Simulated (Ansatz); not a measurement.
BaS, DFT, PBE, all-electron PAW with datasets made for the crystal, scalar-relativistic (Ansatz 0.2.0), run on 1 thread of Arm Neoverse V2 on a shared host.

The cell is COD entry 9008600, as deposited and not checked against the literature; nothing was relaxed. The listed cell was then made from it by scaling, straining or moving an atom.

Command: `ansatz run input.yaml --threads 1 --pin off --max-ram 2048MiB --backend cpu --events-out ev --progress --plain --runs-dir out`

```yaml
crystal:
  lattice:
    - [0.0, 3.3215, 3.19375]
    - [3.3215, 0.0, 3.19375]
    - [3.3215, 3.3215, 0.0]
  atoms:
    - { symbol: Ba, position: [0.0, 0.0, 0.0] }
    - { symbol: S, position: [0.5, 0.5, 0.5] }
kpoints:
  mp_grid: { grid: [7, 7, 7] }
scf:
  occupations: { method: fermi_dirac, width: 0.01 }
hamiltonian:
  xc: pbe
  pseudopotentials: { kind: all_electron, datasets: crystal }
output:
  forces: true
  stress: true
  eigenvalues: true
  efg: { contact_densities: true }
```

(1) How large is the problem that the program sets up?

(2) About how long does it take, and how much memory does it use?

(3) And the same cell and mesh by LAPW (all electrons), asked for forces, stress, eigenvalues, on the same hardware?

(4) And the same cell and mesh by PAW (frozen-core files), asked for forces, stress, eigenvalues, efg, on the same hardware?

Results:

(1) 40 irreducible k-points, 535 plane waves at Γ, 12 bands.

(2) 5.1 s of wall time for 8 SCF iterations, with a peak of 0.44 GiB. Times on shared machines scatter by tens of per cent.

(3) 9.2 s, peak memory 0.3 GiB.

(4) 3.6 s, peak memory 0.39 GiB.
